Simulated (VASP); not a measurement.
# CdTe (F-43m) in VASP: further runs, part 2 of 2

VASP 6.6.1. Earlier steps stand in the parts before.

### Step 4. Single point, LDA (grid = ENCUT=400 dk=0.45 cell=3x3x3 ISMEAR=0 SIGMA=0.05 LREAL=Auto EDIFF=1e-06)

File INCAR:

```
SYSTEM = CdTe
PREC = Accurate
ENCUT = 400
EDIFF = 1E-6
ISMEAR = 0
SIGMA = 0.05
LREAL = Auto
LASPH = .TRUE.
NELM = 120
ALGO = Fast
ISIF = 2
LWAVE = .FALSE.
LCHARG = .FALSE.
GGA = CA
NBANDS = 261
NCORE = 1
KPAR = 2
```

File KPOINTS:

```
Automatic mesh
0
G
  2 2 2
  0 0 0
```

File POSCAR:

```
CdTe
1.0
    0.0000000000      9.6150000000      9.6150000000
    9.6150000000      0.0000000000      9.6150000000
    9.6150000000      9.6150000000      0.0000000000
Te Cd
27 27
Direct
    0.2500000000      0.2500000000      0.2500000000
    0.2500000000      0.2500000000      0.5833333333
    0.2500000000      0.2500000000      0.9166666667
    0.2500000000      0.5833333333      0.2500000000
    0.2500000000      0.5833333333      0.5833333333
    0.2500000000      0.5833333333      0.9166666667
    0.2500000000      0.9166666667      0.2500000000
    0.2500000000      0.9166666667      0.5833333333
    0.2500000000      0.9166666667      0.9166666667
    0.5833333333      0.2500000000      0.2500000000
    0.5833333333      0.2500000000      0.5833333333
    0.5833333333      0.2500000000      0.9166666667
    0.5833333333      0.5833333333      0.2500000000
    0.5833333333      0.5833333333      0.5833333333
    0.5833333333      0.5833333333      0.9166666667
    0.5833333333      0.9166666667      0.2500000000
    0.5833333333      0.9166666667      0.5833333333
    0.5833333333      0.9166666667      0.9166666667
    0.9166666667      0.2500000000      0.2500000000
    0.9166666667      0.2500000000      0.5833333333
    0.9166666667      0.2500000000      0.9166666667
    0.9166666667      0.5833333333      0.2500000000
    0.9166666667      0.5833333333      0.5833333333
    0.9166666667      0.5833333333      0.9166666667
    0.9166666667      0.9166666667      0.2500000000
    0.9166666667      0.9166666667      0.5833333333
    0.9166666667      0.9166666667      0.9166666667
    0.0000000000      0.0000000000      0.0000000000
    0.0000000000      0.0000000000      0.3333333333
    0.0000000000      0.0000000000      0.6666666667
    0.0000000000      0.3333333333      0.0000000000
    0.0000000000      0.3333333333      0.3333333333
    0.0000000000      0.3333333333      0.6666666667
    0.0000000000      0.6666666667      0.0000000000
    0.0000000000      0.6666666667      0.3333333333
    0.0000000000      0.6666666667      0.6666666667
    0.3333333333      0.0000000000      0.0000000000
    0.3333333333      0.0000000000      0.3333333333
    0.3333333333      0.0000000000      0.6666666667
    0.3333333333      0.3333333333      0.0000000000
    0.3333333333      0.3333333333      0.3333333333
    0.3333333333      0.3333333333      0.6666666667
    0.3333333333      0.6666666667      0.0000000000
    0.3333333333      0.6666666667      0.3333333333
    0.3333333333      0.6666666667      0.6666666667
    0.6666666667      0.0000000000      0.0000000000
    0.6666666667      0.0000000000      0.3333333333
    0.6666666667      0.0000000000      0.6666666667
    0.6666666667      0.3333333333      0.0000000000
    0.6666666667      0.3333333333      0.3333333333
    0.6666666667      0.3333333333      0.6666666667
    0.6666666667      0.6666666667      0.0000000000
    0.6666666667      0.6666666667      0.3333333333
    0.6666666667      0.6666666667      0.6666666667
```

Potentials or basis: VASP PAW LDA potentials, release 64 (Te, Cd).

The run is started by

```bash
$ cat potpaw_LDA.64/Te/POTCAR potpaw_LDA.64/Cd/POTCAR > POTCAR
$ mpirun -np 4 vasp_std > vasp.out
```

OUTCAR:

```text
SYSTEM = CdTe
   PREC = Accurate
   ENCUT = 400
   EDIFF = 1E-6
   ISMEAR = 0
   LREAL = Auto
   LASPH = .TRUE.
   NELM = 120
   ISIF = 2
   GGA = CA

 Found      3 irreducible k-points:

 Following reciprocal coordinates:
            Coordinates               Weight
  0.000000  0.000000  0.000000      1.000000
  0.500000  0.000000  0.000000      4.000000
  0.500000  0.500000  0.000000      3.000000
   k-points           NKPTS =      3   k-points in BZ     NKDIM =      3   number of bands    NBANDS=    262
   number of dos      NEDOS =    301   number of ions     NIONS =     54
   total plane-waves  NPLWV = 729000
   dimension x,y,z NGX =    90 NGY =   90 NGZ =   90
   dimension x,y,z NGXF=   180 NGYF=  180 NGZF=  180
   ions per type =              27  27
   NGX,Y,Z   is equivalent  to a cutoff of  11.00, 11.00, 11.00 a.u.
   NGXF,Y,Z  is equivalent  to a cutoff of  22.01, 22.01, 22.01 a.u.
 SYSTEM =  CdTe
   PREC   = accura    normal or accurate (medium, high low for compatibility)
   ISTART =      0    job   : 0-new  1-cont  2-samecut
   ICHARG =      2    charge: 1-file 2-atom 10-const
   ISPIN  =      1    spin polarized calculation?
   LNONCOLLINEAR =      F non collinear calculations
   LSORBIT =      F    spin-orbit coupling
   LASPH  =      T    aspherical Exc in radial PAW
   ENCUT  =  400.0 eV  29.40 Ry    5.42 a.u.  22.17 22.17 22.17*2*pi/ulx,y,z
   NELM   =    120;   NELMIN=  2; NELMDL= -5     # of ELM steps
   EDIFF  = 0.1E-05   stopping-criterion for ELM
   LREAL  =      T    real-space projection
   EDIFFG = 0.1E-04   stopping-criterion for IOM
   NSW    =      0    number of steps for IOM
   IBRION =     -1    ionic relax: 0-MD 1-quasi-New 2-CG
   NFREE  =      0    steps in history (QN), initial steepest desc. (CG)
   ISIF   =      2    stress and relaxation
   ISYM   =      2    0-nonsym 1-usesym 2-fastsym
   POTIM  = 0.5000    time-step for ionic-motion
   TEBEG  =    0.0;   TEEND  =   0.0 temperature during run
   PSTRESS=    0.0 pullay stress
   NELECT =     486.0000    total number of electrons
   NUPDOWN=      -1.0000    fix difference up-down
   EMIN   =  10.00;   EMAX   =-10.00  energy-range for DOS
   EFERMI =   0.00;   METHOD = LEGACY
   ISMEAR =     0;   SIGMA  =   0.05  broadening in eV -4-tet -1-fermi 0-gaus
   EFERMI_NEDOS =   21; number of points for ismear=-14 and -15
   IALGO  =     68    algorithm
   IMIX   =      4    mixing-type and parameters
     AMIX     =   0.40;   BMIX     =  1.00
     AMIX_MAG =   1.60;   BMIX_MAG =  1.00
  volume/ion in A,a.u.               =      32.92       222.17
  Fermi-wavevector in a.u.,A,eV,Ry     =   1.062497  2.007828 15.359610  1.128899
  Thomas-Fermi vector in A             =   2.197950
   LORBIT       =      0    0 simple, 1 ext, 2 COOP (PROOUT), +10 PAW based schemes
   GGA     = CA    functional components
   LHFCALC =     F    Hartree Fock is set to
   AEXX    =    0.0000 exact exchange contribution
   IVDW    =     0    specifies the selected vdW correction
   LEPSILON=     F    determine dielectric tensor
   LRPA    =     F    only Hartree local field effects (RPA)
 non-spin polarized calculation
 RMM-DIIS sequential band-by-band and
 Gauss-broadening in eV      SIGMA  =   0.05
  energy-cutoff  :      400.00
  volume of cell :     1777.78
 maximum number of plane-waves:     32316
 NGX is ok and might be reduce to    90
   NGX = 45   NGY = 45   NGZ = 45

 number of electron     486.0000293 magnetization

 Free energy of the ion-electron system (eV)
  ---------------------------------------------------
  ext. energy  EPLUGINS =         0.00000000
  ---------------------------------------------------
  free energy    TOTEN  =      -163.17188545 eV

  energy without entropy =     -163.17188545  energy(sigma->0) =     -163.17188545

 E-fermi :   2.6950     XC(G=0):  -9.0889

 val. band max:        2.4702452442   @ k =   0.0000   0.0000   0.0000
 cond. band min:       3.1200483468   @ k =   0.0000   0.0000   0.0000
 fundamental gap:      0.6498031026
 Fermi energy:         2.6949737251

 k-point     1 :       0.0000    0.0000    0.0000
  band No.  band energies     occupation
      1      -8.9656      2.00000
      2      -8.6366      2.00000
      3      -8.6366      2.00000
      4      -8.6366      2.00000
      5      -8.6366      2.00000
      6      -8.6366      2.00000
[... 247 lines left out ...]
    254       5.0217      0.00000
    255       5.0218      0.00000

 k-point     2 :       0.5000    0.0000    0.0000
  band No.  band energies     occupation
      1      -8.8564      2.00000
      2      -8.8564      2.00000
      3      -8.6384      2.00000
      4      -8.6384      2.00000
      5      -8.6384      2.00000
      6      -8.6384      2.00000
[... 247 lines left out ...]
    254       5.2298      0.00000
    255       5.2298      0.00000

 k-point     3 :       0.5000    0.5000    0.0000
  band No.  band energies     occupation
      1      -8.8203      2.00000
      2      -8.8203      2.00000
      3      -8.7105      2.00000
      4      -8.7105      2.00000
      5      -8.7105      2.00000
      6      -8.7105      2.00000
[... 247 lines left out ...]
    254       5.1628      0.00000
    255       5.1628      0.00000
 [bands above 255 left out]

------------------------ aborting loop because EDIFF is reached ----------------------------------------

  FORCE on cell =-STRESS in cart. coord.  units (eV):
  Direction    XX          YY          ZZ          XY          YZ          ZX
  --------------------------------------------------------------------------------------
  -------------------------------------------------------------------------------------
  Total       -1.5904975     -1.5904975     -1.5904975      0.0000000     -0.0000000      0.0000000
  in kB       -1.4333944     -1.4333944     -1.4333944      0.0000000     -0.0000000      0.0000000
  external PRESSURE =      -1.4333944 kB  Pullay stress =       0.0000000 kB

 VOLUME and BASIS-vectors are now :
 -----------------------------------------------------------------------------
  energy-cutoff  :      400.00
  volume of cell :     1777.78
      direct lattice vectors                 reciprocal lattice vectors
     0.000000000  9.615000000  9.615000000    -0.052002080  0.052002080  0.052002080
     9.615000000  0.000000000  9.615000000     0.052002080 -0.052002080  0.052002080
     9.615000000  9.615000000  0.000000000     0.052002080  0.052002080 -0.052002080

 POSITION                                       TOTAL-FORCE (eV/Angst)
 -----------------------------------------------------------------------------------
      4.80750      4.80750      4.80750        -0.000000     -0.000000     -0.000000
      8.01250      8.01250      4.80750        -0.000000     -0.000000      0.000000
     11.21750     11.21750      4.80750        -0.000000     -0.000000      0.000000
      8.01250      4.80750      8.01250        -0.000000     -0.000000     -0.000000
     11.21750      8.01250      8.01250        -0.000000     -0.000000      0.000000
     14.42250     11.21750      8.01250        -0.000000     -0.000000      0.000000
[... 46 lines left out ...]
      9.61500      9.61500     12.82000         0.000000      0.000000     -0.000000
     12.82000     12.82000     12.82000         0.000000      0.000000     -0.000000
 -----------------------------------------------------------------------------------
    total drift:                               -0.000014     -0.000014     -0.000012

  FREE ENERGIE OF THE ION-ELECTRON SYSTEM (eV)
  ---------------------------------------------------
  free  energy   TOTEN  =      -163.1718854517 eV

  energy  without entropy=     -163.1718854517  energy(sigma->0) =     -163.17188545
```

Run time: 12 min. Hardware: 4 MPI ranks of Intel Xeon Platinum 8259CL at 2.50GHz (Skylake/Cascade Lake), shared host; peak memory 0.88 GiB.

These settings aren't checked as converged: the numbers below hold their error.

What came out:

- Free energy: -163.1719 eV
- Pressure: -0.1 GPa
- Band gap on the k mesh: 0.65 eV

Caveat: spin-orbit coupling is left out, which moves the levels of the heavy elements.

### Step 5. The reference run

An earlier run on the cell as given: functional PBEsol; potentials or basis VASP PAW PBE potentials, release 64 (Te, Cd); cutoff 520 eV; k mesh 7 × 7 × 7; occupations fermi-dirac, width 0.05 eV; no spin polarisation.

* Pressure: 1.9 GPa
* Band gap on the k mesh: 0.76 eV, direct
